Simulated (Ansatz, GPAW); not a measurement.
**W: 3 runs at one level of theory**

```xyz
2
Lattice="3.1647 0.0000 0.0000 0.0000 3.1647 0.0000 0.0000 0.0000 3.1647" Properties=species:S:1:pos:R:3 pbc="T T T"
W     0.0000    0.0000    0.0000
W     1.5823    1.5823    1.5823
```

Alike in all runs: task band structure; functional LDA; k mesh 8 × 8 × 8; occupations methfessel-paxton, width 0.2 eV; no spin polarisation; no spin-orbit coupling. LDA stands for any of its common fits. Pressure is positive in compression and, in plane waves, holds the error of the finite cutoff, which Ansatz's Pulay term estimates and takes out.

```csv
program and potentials,plane-wave cutoff (eV),notes,pressure (GPa)
"Ansatz, Ansatz PAW",420,"potentials made for PBE, which Ansatz adapts in part; Pulay term of +0.04 GPa included",-8.85
"Ansatz, all-electron LAPW, scalar-relativistic",-,-,-8.81
"GPAW, the program's PAW data sets (release 1.2.1) made for this functional",600,-,-9.82
```

The pressure spans -9.82 (GPAW, the program's PAW data sets (release 1.2.1) made for this functional) to -8.81 GPa (Ansatz, all-electron LAPW, scalar-relativistic), with all-electron results at -8.81.

Differences between rows come from potentials, basis sets and numerical settings, since the functional is the same but for its coding. Runs on potential files found faulty are left out.
